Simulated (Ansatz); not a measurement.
A 12-atom cell of HfSi3O8 built on polar orthorhombic HfO2 (relaxed group P2): a band-structure calculation in Ansatz 0.2.0 (PBE). The cell was relaxed beforehand with r2SCAN.

```yaml
crystal:
  lattice:
    - [4.3636755051, -0.1703455089, -3.85836e-05]
    - [-0.1711605093, 4.6994748013, -4.41842e-05]
    - [-3.52726e-05, -4.31421e-05, 5.0965161843]
  atoms:
    - { symbol: Hf, position: [0.2499908746, 0.2043232636, 0.0441297518] }
    - { symbol: Si, position: [0.2500024618, 0.7043313683, 0.4120359316] }
    - { symbol: Si, position: [0.7500099196, 0.2043273496, 0.5864706288] }
    - { symbol: Si, position: [0.7499913668, 0.7043310374, 0.9025320942] }
    - { symbol: O, position: [0.0119222711, 0.3775601797, 0.3812840923] }
    - { symbol: O, position: [0.0123530172, 0.8376731599, 0.1482461191] }
    - { symbol: O, position: [0.496519484, 0.5217447054, 0.6454455697] }
    - { symbol: O, position: [0.5702079966, 1.0073513509, 0.8524439307] }
    - { symbol: O, position: [0.4880775497, 1.0311027562, 0.3812880206] }
    - { symbol: O, position: [0.487636739, 0.5709849803, 0.1482349311] }
    - { symbol: O, position: [0.9298020989, 0.4013285826, 0.8524329653] }
    - { symbol: O, position: [1.003486221, 0.8869412659, 0.6454559649] }
kpoints:
  mp_grid: { grid: [6, 6, 6] }
  band_path:
    path:
      - [0.0, 0.0, 0.0]
      - [-4.600008806487e-22, 8.65738461465e-06, -0.4999999999406]
      - [-2.605617340358e-18, 0.5000086572961, -0.4999999999406]
      - [2.626418268246e-19, 0.4999999999115, -4.180582156644e-22]
      - [0.0, 0.0, 0.0]
      - [-0.5, 0.4999999999186, 8.99839503758e-06]
      - [-0.5, 0.5000086573033, -0.4999910015455]
      - [-4.600008806487e-22, 8.65738461465e-06, -0.4999999999406]
      - [-0.5, 8.657391798526e-06, -0.4999910015455]
      - [-0.5, 7.183875654223e-12, 8.99839503758e-06]
      - [0.0, 0.0, 0.0]
    npoints: 10
hamiltonian:
  xc: pbe
scf:
  occupations: { method: fermi_dirac, width: 0.02 }
  n_extra_bands: 7
output:
  forces: true
  stress: true
  eigenvalues: true
```

In the abridged output below, numbers in square brackets stand for lines, or ends of lines, that were taken out.
```
scf.n_extra_bands = 7 over 43 filled bands (N_el = 86.0): the run solves 50 bands
Functional definition: PBE
Crystal: 12 atoms, lattice volume = 104.366 Å³
Basis set: ecut = 420 eV, 2029 PW (Γ)
Symmetry: 1 space group operations
Space group: P1 (ITA 1)
k-points: 112 of 216 (time reversal used)
SCF converged after 8 iterations
Free energy (F): -22180.471026 eV
Fermi energy:    13.880411 eV
--- Forces (eV/Å), atoms counted from 1 ---
  atom   1  Hf      0.00001      0.00007    -0.06885
  atom   2  Si      0.00004      0.00000      0.08659
  atom   3  Si    -0.00012      0.00008    -0.03332
  atom   4  Si    -0.00003      0.00003    -0.04813
  atom   5  O       0.02000    -0.02033    -0.13503
  atom   6  O     -0.05250      0.00201      0.10324
  atom   7  O     -0.06101    -0.06076      0.01930
  atom   8  O     -0.11809      0.02545      0.04440
  atom   9  O     -0.02004      0.02035    -0.13504
  atom  10  O       0.05248    -0.00202      0.10321
  atom  11  O       0.11816    -0.02545      0.04445
  atom  12  O       0.06111      0.06059      0.01929
--- Stress (GPa, compression-positive) ---
[1]
--- Band table (eV; the first three rows and the last of 112) ---
  k-point 0: bands = […, 10.3405, 10.3748, 10.8682, 11.0209, 11.2803, 11.4583, 16.5192, 17.2624, 17.4730, 17.6132, …]
  k-point 1: bands = […, 10.1660, 10.2512, 10.5237, 10.9889, 11.1997, 11.3696, 16.6792, 17.3369, 17.5081, 17.6379, …]
  k-point 2: bands = […, 9.6398, 10.0108, 10.0866, 10.8071, 11.0618, 11.3264, 16.8052, 17.2759, 17.6622, 17.9788, …]
  k-point 111: bands = […, 9.8600, 9.9572, 10.2333, 10.4082, 10.6725, 10.7474, 16.7011, 16.8875, 17.6419, 18.9931, …]
```

**Question.** Fill in the blanks. They hold the stress.

**Answer.**
```
[1]
        8.268632      -0.047420       0.000154
       -0.047420       8.778490       0.000168
        0.000154       0.000168       8.036982
  P = ⅓ Tr σ = 8.3614 GPa (83.614 kbar)
```

PBE gives an indirect gap of 4.85 eV, from Γ to k = (1/6, -1/2, 0); the least direct gap is 5.06 eV at Γ. The mean pressure at these positions is +8.36 GPa, compression counted positive. The largest force is 0.14 eV/Å.

It took 30 s on 1 × NVIDIA H100 80GB HBM3 with 2 threads of AMD EPYC 7R13 Processor (Zen 3), with other jobs on the host; peak host memory 1.1 GiB.

All values are calculated for a non-magnetic cell, which may be hypothetical.

No spin-orbit coupling is included; it can move band edges with weight on the heavy atoms by tenths of an eV.
